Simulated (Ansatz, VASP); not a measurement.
## BP in VASP and in Ansatz

```
CELL_PARAMETERS angstrom
0.00000 2.26900 2.26900
2.26900 0.00000 2.26900
2.26900 2.26900 0.00000
ATOMIC_POSITIONS crystal
B 0.00000 0.00000 0.00000
P 0.25000 0.25000 0.25000
```

Alike in both runs: task relaxation of cell and atoms; functional PBEsol; k mesh 10 × 10 × 10; occupations fermi-dirac, width 0.02 eV; no spin polarisation.

|  | VASP | Ansatz |
| --- | --- | --- |
| version | VASP 6.6.1 | Ansatz 0.2.0 |
| potentials or method | VASP PAW PBE potentials, release 64 (B, P) | PAW plane waves |
| plane-wave cutoff (eV) | 600 | 420 |
| valence electrons in the cell | 8 | 8 |

```csv
,VASP,Ansatz,Ansatz less VASP
"gap on the k mesh at the Fermi level, each at its own relaxed structure (eV)",1.12,1.12,+0.002
relaxed volume (Å³/atom),11.55,11.54,-0.008
relaxed cell length with the largest relative difference (Å),3.197,3.196,-0.0007
```

Ansatz warned: «pseudo_functional_mismatch».

Caveats: the PAW data sets were made with another functional, which shifts forces and pressure a little (VASP). A k mesh can miss the band edges. Expect the measured gap to be larger: semilocal functionals such as PBEsol lack the derivative discontinuity.
